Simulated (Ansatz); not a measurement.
# In (I4/mmm) in Ansatz: a series of runs

The runs below take In through single point, equation of state, with r2SCAN.

Everything below comes from runs of Ansatz 0.2.0. Logs are shortened: lines on timing, memory, paths and dates and some standing lists are left out, and cuts for length are marked.

## Step 1: The structure

Symmetry: I4/mmm, No. 139, tetragonal system. Conventional cell: a = 3.251 Å, b = 3.251 Å, c = 4.947 Å, α = 90.00°, β = 90.00°, γ = 90.00°. Around In (site symmetry 4/mmm) lie 12 In at 3.25 to 3.38 Å.

## Step 2: Single point, r2SCAN, 24.57 Å³/atom (volume scaled by 0.94)

File input.yaml:

```yaml
crystal:
  lattice:
    - [-1.5922878321, 1.5922878321, 2.4232021571]
    - [1.5922878321, -1.5922878321, 2.4232021571]
    - [1.5922878321, 1.5922878321, -2.4232021571]
  atoms:
    - { symbol: In, position: [0.0, 0.0, 0.0] }
hamiltonian:
  xc: r2scan
  pseudopotentials: { kind: paw }
kpoints:
  mp_grid: { grid: [11, 11, 11] }
scf:
  occupations: { method: fermi_dirac, width: 0.05 }
output:
  forces: true
  stress: true
  eigenvalues: true
```

Potentials or basis: Ansatz PAW.

Command:

```sh
ansatz run input.yaml --threads 2 --pin off --max-ram 5632MiB --backend cpu --events-out ev --progress --plain --runs-dir out
```

What it wrote:

```text
Warning: RAYON_NUM_THREADS=2 ignored (pool sized by the plan → 2); use --threads N
Engine: ansatz 0.2.0, aarch64-unknown-linux-gnu
Pseudopotentials: kind: paw
Pseudopotential: In, paw, valence charge 13, recommended cutoff 500 eV (meta_gga), In.paw.azcp
Functional definition: r2SCAN
  parameter k0 = 0.174
  parameter k1 = 0.065
  parameter a1 = 4.9479
  exchange = r2scan_x(k0 = k0, k1 = k1, a1 = a1)
  correlation = r2scan_c
Crystal: 1 atoms, lattice volume = 24.575 Å³
Basis set: ecut = 500 eV, 609 PW (Γ), exchange–correlation on 100×100×100 points (64 copies of the dense FFT grid, shifted against one another)
Bands: 11, of which v1, the nominal top of the filled ones, is band 7 counted from 1 (6 counted from 0)
Symmetry: 16 space group operations
Space group: I4/mmm (ITA 139), of the structure as read, at distance tolerance 2.9e-5 Å
k-points: 126 of 1331
Non-local potential: In, projectors of the file, l = 0: 2, l = 1: 2, l = 2: 2, l = 3: 2
PAW form: soft (Blöchl's): semilocal exchange-correlation on the pseudo side does not see the compensation charge
PAW frozen core: In, regenerated for the run's functional (the file was generated under x = pbe(κ = 0.804, μ = 0.2195149727645171), c = pbe(β = 0.06672455060314922))
PAW one-centre angular grid: In, 590 points (default); XC on 289 of its mesh's 2783 points in the sphere
Initial density: superposition of atomic densities (neutral atoms: chi_scale 0, normalization atom), corrected by the library's trained network
Initial wavefunctions: pseudopotential atomic-orbital guess
Functional: x = r2scan, c = r2scan; τ floored in thin density (d = 2e-4 eV/Å³)
SCF iter   1: F=—  HF=-5611.796485 eV  |F-HF|=—  |Δ(HF+E_count)|=         —  Δρ=8.09e-3  dr2=8.59e-3  dr2_τ=1.73e-3  ethr=1.77e-3  ⟨swp⟩=5.6  Hψ=8604  notcnv=0
preconditioner: auto → none  [metal: Δε(μ)=0.094 eV  Ē_g=21.197 eV  σ=0.050 eV  W_gap=0.43  n_scr=8 (ndim 8)  ℏωp=27.0 eV  f_vac=0.000  D(μ)=0.35/eV (n_scr^D=0)  sad-step TF]
SCF iter   2: F=—  HF=-5611.802059 eV  |F-HF|=—  |Δ(HF+E_count)|=   5.57e-3  Δρ=3.62e-3  dr2=1.75e-3  dr2_τ=7.10e-5  ethr=6.61e-5  ⟨swp⟩=3.0  Hψ=3707  notcnv=0  defer=50
SCF iter   3: F=—  HF=-5611.801984 eV  |F-HF|=—  |Δ(HF+E_count)|=   7.47e-5  Δρ=3.82e-4  dr2=2.00e-5  dr2_τ=8.62e-7  ethr=1.35e-5  ⟨swp⟩=2.6  Hψ=2595  notcnv=0  defer=50
SCF iter   4: F=—  HF=-5611.802004 eV  |F-HF|=—  |Δ(HF+E_count)|=   1.93e-5  Δρ=7.24e-5  dr2=1.11e-6  dr2_τ=5.29e-8  ethr=1.54e-7  ⟨swp⟩=3.0  Hψ=2158  notcnv=0  defer=50
iter 5 did not close the SCF: its close was put off for the readings that it lacked (scf_convergence_deferred on its scf_iter line)
SCF iter   5: F=-5611.802004 eV  HF=-5611.802004 eV  |F-HF|=8.60e-8  |Δ(HF+E_count)|=   7.25e-7  Δρ=1.91e-5  dr2=5.76e-8  dr2_τ=3.10e-9  ethr=8.52e-9  ⟨swp⟩=2.1  Hψ=2098  notcnv=0  defer=50
SCF iter   6: F=-5611.802004 eV  HF=-5611.802004 eV  |F-HF|=3.81e-9  |Δ(HF+E_count)|=   1.04e-7  Δρ=3.80e-6  dr2=4.09e-9  dr2_τ=3.71e-11  ethr=4.43e-10  ⟨swp⟩=4.3  Hψ=5209  notcnv=0
SCF 1 converged in 6 iterations: F = -5611.802004 eV  dr2 = 4.09e-9
SCF converged after 6 iterations
Free energy (F): -5611.802004 eV
Harris-Foulkes:  -5611.802004 eV  (|F-HF|=3.81e-9)
Internal energy: -5611.798860 eV  (E = F + TS)
E sigma→0 (E₀):  -5611.800432 eV
Entropy (-TS):   -0.003145 eV (-3.145 meV/atom)
Fermi energy:    11.198964 eV
--- Per-component energies (eV) ---
  E_band       = -20.087106
  E_kinetic    = 242.114402
  E_local      = -1038.729826  (includes V_loc(G=0)·N_el)
  E_nonlocal   = 366.634253
  E_hartree    = 409.402093
  E_xc         = -201.908734
  E_vxc        = -108.181776  (∫ρ·V_xc dr)
  E_paw        = -4181.636405  (= ΣΔE_a)
  E_vpaw       = -308.382118  (= ΣTr[D̂ρ^β])
  E_aug_tail   = 0.000008  (compensation charges beyond the density's cutoff)
  E_vtau       = 7.655446  (kinetic-family band-sum trace: ∫τ·v_τ [+ j·A + Jᵃ·Aᵃ] dr)
  E_ewald      = -1208.640197
  E_core_change = 0.965546  (= ΣΔE_core)
  E_smearing   = -0.003145  (= −TS)
  E_closure    = 0.000000  (closes the sum)
  Σ components = -5611.802004   (vs F -5611.802004, Δ=0.00e0)
--- Forces (eV/Å), atoms counted from 1 ---
  atom   1  In    -0.00000000     0.00000000    -0.00000000
  max |Σ_I F_I| component: 6.16e-33 eV/Å
--- Stress (GPa, compression-positive) ---
        3.592535      -0.000000       0.000000
       -0.000000       3.592535       0.000000
        0.000000       0.000000       2.931177
  P = ⅓ Tr σ = 3.3721 GPa (33.721 kbar)
--- Band table (eV; the first three rows and the last of 126) ---
  k-point 0: bands = ["-4.3156", "-4.1866", "-4.1866", "-4.0885", "-3.9579", "0.6226", "22.8696", "22.8696", "23.1325", "23.3618", "26.2007"]
  k-point 1: bands = ["-4.2725", "-4.2111", "-4.1607", "-4.0784", "-3.9759", "0.9027", "21.2768", "21.5370", "22.0187", "22.3828", "27.8521"]
  k-point 2: bands = ["-4.2766", "-4.1536", "-4.0980", "-4.0892", "-3.9870", "1.7530", "19.0213", "19.3355", "20.4117", "21.0302", "23.6300"]
  k-point 125: bands = ["-4.5154", "-4.3771", "-3.8472", "-3.8209", "-3.7991", "8.1515", "8.3435", "14.8042", "16.4554", "20.1572", "21.8548"]
```

Wall time 2 s (2 threads of Arm Neoverse V2, shared host); peak memory 0.38 GiB.

What came out:

* Free energy: -5611.8020 eV
* Pressure: 3.4 GPa
* Band gap on the k mesh: none (metal or under the smearing width)

Caveat: the PAW data sets come from PBE, with cores solved anew for the run's functional, which leaves a small shift of forces and pressure.

## Step 3: Single point, r2SCAN, 25.10 Å³/atom (volume scaled by 0.96)

Changes to input.yaml since step 2:

```diff
@@ -2,5 +2,5 @@
   lattice:
-    - [-1.5922878321, 1.5922878321, 2.4232021571]
-    - [1.5922878321, -1.5922878321, 2.4232021571]
-    - [1.5922878321, 1.5922878321, -2.4232021571]
+    - [-1.6035014962, 1.6035014962, 2.4402675233]
+    - [1.6035014962, -1.6035014962, 2.4402675233]
+    - [1.6035014962, 1.6035014962, -2.4402675233]
   atoms:
```

Potentials or basis: Ansatz PAW.

Command:

```sh
ansatz run input.yaml --threads 2 --pin off --max-ram 5632MiB --backend cpu --events-out ev --progress --plain --runs-dir out
```

Run time: 2 s. Hardware: 2 threads of Arm Neoverse V2, shared host; peak memory 0.39 GiB.

The run converged. Its results:

| Quantity | Value |
| --- | --- |
| Free energy | -5611.8110 eV |
| Pressure | 2.2 GPa |
| Band gap on the k mesh | none (metal or under the smearing width) |

Caveat: the PAW data sets come from PBE, with cores solved anew for the run's functional, which leaves a small shift of forces and pressure.

## Step 4: Single point, r2SCAN, 25.62 Å³/atom (volume scaled by 0.98)

Changes to input.yaml since step 3:

```diff
@@ -2,5 +2,5 @@
   lattice:
-    - [-1.6035014962, 1.6035014962, 2.4402675233]
-    - [1.6035014962, -1.6035014962, 2.4402675233]
-    - [1.6035014962, 1.6035014962, -2.4402675233]
+    - [-1.6145604767, 1.6145604767, 2.4570974863]
+    - [1.6145604767, -1.6145604767, 2.4570974863]
+    - [1.6145604767, 1.6145604767, -2.4570974863]
   atoms:
```

Command:

```sh
ansatz run input.yaml --threads 2 --pin off --max-ram 5632MiB --backend cpu --events-out ev --progress --plain --runs-dir out
```

Wall time 2 s (2 threads of Arm Neoverse V2, shared host); peak memory 0.39 GiB.

Results (log left out):

| Item | Value |
| --- | --- |
| Free energy | -5611.8165 eV |
| Pressure | 1.2 GPa |
| Band gap on the k mesh | none (metal or under the smearing width) |

Caveat: the PAW data sets come from PBE, with cores solved anew for the run's functional, which leaves a small shift of forces and pressure.

## Step 5: Single point, r2SCAN, 26.14 Å³/atom

Changes to input.yaml since step 4:

```diff
@@ -2,5 +2,5 @@
   lattice:
-    - [-1.6145604767, 1.6145604767, 2.4570974863]
-    - [1.6145604767, -1.6145604767, 2.4570974863]
-    - [1.6145604767, 1.6145604767, -2.4570974863]
+    - [-1.62547, 1.62547, 2.4737]
+    - [1.62547, -1.62547, 2.4737]
+    - [1.62547, 1.62547, -2.4737]
   atoms:
```

Command:

```sh
ansatz run input.yaml --threads 2 --pin off --max-ram 5632MiB --backend cpu --events-out ev --progress --plain --runs-dir out
```

Wall time 2.1 s (2 threads of Arm Neoverse V2, shared host); peak memory 0.39 GiB.

It converged, with:

- Free energy: -5611.8187 eV
- Pressure: 0.2 GPa
- Band gap on the k mesh: none (metal or under the smearing width)

Caveat: the PAW data sets come from PBE, with cores solved anew for the run's functional, which leaves a small shift of forces and pressure.

## Step 6: Single point, r2SCAN, 26.67 Å³/atom (volume scaled by 1.02)

Changes to input.yaml since step 5:

```diff
@@ -2,5 +2,5 @@
   lattice:
-    - [-1.62547, 1.62547, 2.4737]
-    - [1.62547, -1.62547, 2.4737]
-    - [1.62547, 1.62547, -2.4737]
+    - [-1.6362350157, 1.6362350157, 2.4900825966]
+    - [1.6362350157, -1.6362350157, 2.4900825966]
+    - [1.6362350157, 1.6362350157, -2.4900825966]
   atoms:
```

Potentials or basis: Ansatz PAW.

Command:

```sh
ansatz run input.yaml --threads 2 --pin off --max-ram 5632MiB --backend cpu --events-out ev --progress --plain --runs-dir out
```

Run time: 2.1 s. Hardware: 2 threads of Arm Neoverse V2, shared host; peak memory 0.39 GiB.

The run converged. Its results:

- Free energy: -5611.8181 eV
- Pressure: -0.6 GPa
- Band gap on the k mesh: none (metal or under the smearing width)

Caveat: the PAW data sets come from PBE, with cores solved anew for the run's functional, which leaves a small shift of forces and pressure.

## Step 7: Single point, r2SCAN, 27.19 Å³/atom (volume scaled by 1.04)

Changes to input.yaml since step 6:

```diff
@@ -2,5 +2,5 @@
   lattice:
-    - [-1.6362350157, 1.6362350157, 2.4900825966]
-    - [1.6362350157, -1.6362350157, 2.4900825966]
-    - [1.6362350157, 1.6362350157, -2.4900825966]
+    - [-1.6468602161, 1.6468602161, 2.5062524172]
+    - [1.6468602161, -1.6468602161, 2.5062524172]
+    - [1.6468602161, 1.6468602161, -2.5062524172]
   atoms:
```

Command:

```sh
ansatz run input.yaml --threads 2 --pin off --max-ram 5632MiB --backend cpu --events-out ev --progress --plain --runs-dir out
```

Run time: 2.6 s. Hardware: 2 threads of Arm Neoverse V2, shared host; peak memory 0.39 GiB.

It converged, with:

```
Free energy            : -5611.8150 eV
Pressure               : -1.3 GPa
Band gap on the k mesh : none (metal or under the smearing width)
```

Caveat: the PAW data sets come from PBE, with cores solved anew for the run's functional, which leaves a small shift of forces and pressure.

## Step 8: Single point, r2SCAN, 27.71 Å³/atom (volume scaled by 1.06)

Changes to input.yaml since step 7:

```diff
@@ -2,5 +2,5 @@
   lattice:
-    - [-1.6468602161, 1.6468602161, 2.5062524172]
-    - [1.6468602161, -1.6468602161, 2.5062524172]
-    - [1.6468602161, 1.6468602161, -2.5062524172]
+    - [-1.6573500545, 1.6573500545, 2.5222162388]
+    - [1.6573500545, -1.6573500545, 2.5222162388]
+    - [1.6573500545, 1.6573500545, -2.5222162388]
   atoms:
```

Command:

```sh
ansatz run input.yaml --threads 2 --pin off --max-ram 5632MiB --backend cpu --events-out ev --progress --plain --runs-dir out
```

It took 2.6 s on 2 threads of Arm Neoverse V2, shared host; peak memory 0.41 GiB.

The run converged. Its results:

```yaml
Free_energy: -5611.8098 eV
Pressure: -1.9 GPa
Band_gap_on_the_k_mesh: none (metal or under the smearing width)
```

Caveat: the PAW data sets come from PBE, with cores solved anew for the run's functional, which leaves a small shift of forces and pressure.

## Step 9: Equation of state, r2SCAN

Potentials or basis: Ansatz PAW.

This step only gathers the single runs of the series.

Results:

```
Equilibrium volume                        : 26.29 Å³/atom
Bulk modulus at fixed shape and positions : 42 GPa
Pressure derivative of the bulk modulus   : 5.4
```

Energy against volume, from the lowest point:
```
volume (Å³/atom)  energy (meV/atom)
          24.575              16.69
          25.098               7.65
          25.621               2.23
          26.144               0.00
          26.666               0.58
          27.189               3.65
          27.712               8.89
```

Caveat: the cell was scaled at fixed shape and fractional positions, which overstates the stiffness of a crystal with free parameters, most of all of layers and chains; the PAW data sets were made with another functional, which shifts forces and pressure a little.

## Step 10: The reference run

An earlier run on the cell as given: functional PBEsol; potentials or basis Ansatz PAW; cutoff 420 eV (not typed: the program's choice for these potentials); k mesh 11 × 11 × 11; occupations fermi-dirac, width 0.05 eV; no spin polarisation.

- Pressure: -0.9 GPa
- Band gap on the k mesh: none (metal or under the smearing width)
